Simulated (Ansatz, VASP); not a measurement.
Two plane-wave programs on HfO2

```xyz
12
Lattice="5.2540 0.0000 0.0000 0.0000 5.0379 0.0000 0.0000 0.0000 5.0660" Properties=species:S:1:pos:R:3 pbc="T T T"
Hf    5.0806    3.6904    3.7561
Hf    2.8004    3.6904    1.2231
Hf    2.4536    1.3475    3.7561
Hf    0.1734    1.3475    1.2231
O     3.3212    4.6784    4.4544
O     4.5598    4.6784    1.9214
O     1.2292    2.7199    2.4940
O     1.3978    2.7199    5.0270
O     4.0249    2.3180    5.0270
O     3.8562    2.3180    2.4940
O     0.6942    0.3595    4.4544
O     1.9328    0.3595    1.9214
```

Change from the starting cell: volume scaled by 1.02.

Alike in both runs: task single point; functional PBE; k mesh 5 × 6 × 5; occupations fermi-dirac, width 0.05 eV; no spin polarisation.

|  | VASP | Ansatz |
| --- | --- | --- |
| version | VASP 6.6.1 | Ansatz 0.2.0 |
| potentials or method | VASP PAW PBE potentials, release 64 (Hf_pv, O) | Ansatz PAW |
| plane-wave cutoff (eV) | 520 | 420 |
| valence electrons in the cell | 88 | 152 |

|  | VASP | Ansatz | Ansatz less VASP |
| --- | --- | --- | --- |
| gap on the k mesh at the Fermi level (eV) | 4.37 | 4.41 | +0.046 |
| least direct gap on the mesh (eV) | 4.58 | 4.61 | +0.039 |
| pressure (GPa) | 1.1 | 4.4 | +3.29 |
| largest component of the traceless stress (GPa) | 0.06 | 0.09 | +0.028 |
| rms of the force components (eV/Å) | 0.023 | 0.030 | +0.0069 |

Atom by atom the forces differ by 0.027 eV/Å (rms over components). The two sets of potentials don't hold the same shells in valence.

Caveats: spin-orbit coupling is left out, which moves the levels of the heavy elements; an odd mesh through Γ misses points on the zone boundary, where band edges often lie (VASP); odd divisions of the mesh miss points on the zone boundary, where band edges often lie, so the gap on the mesh can be too wide (Ansatz); the pressure holds a Pulay correction of +0.8 GPa for the finite cutoff (Ansatz).
